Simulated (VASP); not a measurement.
A run of VASP 6.6.1 is set up as follows.

POSCAR

```
Re
1.0
    0.0000000000      1.9393253307      1.9393253307
    1.9393253307      0.0000000000      1.9393253307
    1.9393253307      1.9393253307      0.0000000000
Re
1
Direct
    0.0000000000      0.0000000000      0.0000000000
```

File INCAR.step1:

```
SYSTEM = Re
ALGO = Normal
EDIFF = 1E-4
ENCUT = 520
GGA = PE
ISMEAR = 1
LASPH = .True.
LCHARG = .False.
LREAL = .False.
LWAVE = .True.
NBANDS = 10
NELM = 100
PREC = Accurate
SIGMA = 0.05
```

Contents of INCAR.step2:

```
SYSTEM = Re
ALGO = Normal
EDIFF = 1E-6
ENCUT = 520
ISIF = 2
ISMEAR = 1
ISTART = 1
LASPH = .True.
LCHARG = .False.
LMIXTAU = .True.
LREAL = .False.
LWAVE = .False.
METAGGA = R2SCAN
NBANDS = 10
NELM = 100
PREC = Accurate
SIGMA = 0.05
```

File KPOINTS:

```
k-points
0
Gamma
  11 11 11
  0 0 0
```

Potentials or basis: VASP PAW PBE potentials, release 64 (Re).

Run with:

```bash
$ cat potpaw_PBE.64/Re/POTCAR > POTCAR
$ cp INCAR.step1 INCAR
$ mpirun -np 1 vasp_std > vasp.out
$ cp INCAR.step2 INCAR
$ mpirun -np 1 vasp_std > vasp.out
```

Problem. Estimate the band gap on the k mesh.

Solution. None (metal or under the smearing width).

Problem. Estimate the pressure.

Solution. 4.0 GPa.

Caveat: the PAW data sets were made with another functional, which shifts forces and pressure a little. Spin-orbit coupling is left out, which matters for the levels of Re.
